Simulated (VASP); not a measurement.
Runs of VASP 6.6.1 on NiO. Symmetry: Fm-3m, No. 225, cubic system. The conventional cell has a = 4.183 Å, b = 4.183 Å, c = 4.183 Å, α = 90.00°, β = 90.00°, γ = 90.00°. Ni (site symmetry m-3m) is surrounded by 6 O at 2.09 Å. Around O (site symmetry m-3m) lie 6 Ni at 2.09 Å. 

| level | spin | U | fixed moment (μB) | gap on the mesh (eV) | pressure (GPa) | moment (μB) |
| --- | --- | --- | --- | --- | --- | --- |
| LDA+U | collinear, zero start | Ni d U = 8 eV | - | none | -33.3 | 0.00 |
| LDA+U | collinear, ferromagnetic start | Ni d U = 8 eV | 4 | - | 62.8 | 4.00 |
| LDA+U | collinear, random start | Ni d U = 8 eV | - | (a) | -19.8 | 2.00 |
| LDA+U | off | Ni d U = 8 eV | - | none | -33.2 | - |
| LDA | collinear, ferromagnetic start | - | 3 | - | (b) | 3.00 |
| LDA | collinear, random start | - | - | none | -20.0 | 0.73 |
| LDA | collinear, ferromagnetic start | - | - | none | -20.4 | 0.73 |

Alike in all rows: task single point; potentials or basis VASP PAW LDA potentials, release 64 (Ni, O); cell as given; k mesh 8 × 8 × 8; cutoff (eV) 520; smearing gaussian 0.05 eV.

**Question.** Fill in the values left out.

**Answer.** (a) 2.75; (b) 16.2.

Caveats: a cell with one magnetic atom can't hold antiferromagnetic order, which such compounds often take (some runs); a pressure of tens of GPa on the cell as given is suspect, and the run, the potentials or the cell itself is likely at fault (some runs); the moment is held away from its start (some runs); the total moment is fixed, so each spin has its own Fermi level (some runs); so large a pressure means that the cell lies far from this level's equilibrium, or that cutoff or potentials fall short (some runs); semilocal functionals often make such compounds metallic where correlation or magnetic order opens a gap, which also shifts bond lengths (some runs); U without spin polarisation on a metal has little footing (some runs).

A k mesh can miss the band edges.

A gap of «none» marks a metal or a gap under the smearing width.
